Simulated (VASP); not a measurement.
CuO, 4 atoms in the cell. It takes space group Cccm (No. 66, orthorhombic). The conventional cell has a = 4.083 Å, b = 4.112 Å, c = 5.101 Å, α = 90.00°, β = 90.00°, γ = 90.00°. Around Cu (site symmetry 2/m) lie 4 O at 1.93 Å. Around O (site symmetry 222) lie 4 Cu at 1.93 Å. 

- Program: VASP 6.6.1
- Task: band structure
- Functional: PBEsol
- Potentials or basis: VASP PAW PBE potentials, release 64 (Cu, O)
- Cutoff: 520 eV
- k mesh: 14 × 14 × 8
- Occupations: methfessel-paxton, width 0.1 eV
- Spin: no spin polarisation
- Further INCAR settings: ALGO = Normal; EDIFF = 1e-06; NBANDS = 25

Potentials or basis: VASP PAW PBE potentials, release 64 (Cu, O).

Run with:

```bash
$ cat potpaw_PBE.64/Cu/POTCAR potpaw_PBE.64/O/POTCAR > POTCAR
$ mpirun -np 2 vasp_std > vasp.out
```

Hardware: 2 MPI ranks on Intel(R) Xeon(R) Platinum 8559C (Emerald Rapids), with other jobs on the host.

Estimate the wall time of this run.

It took 2.9 min on 2 MPI ranks on Intel(R) Xeon(R) Platinum 8559C (Emerald Rapids), with other jobs on the host, peak memory 1.1 GiB a rank. Counts: scf iterations 26, k points 788.
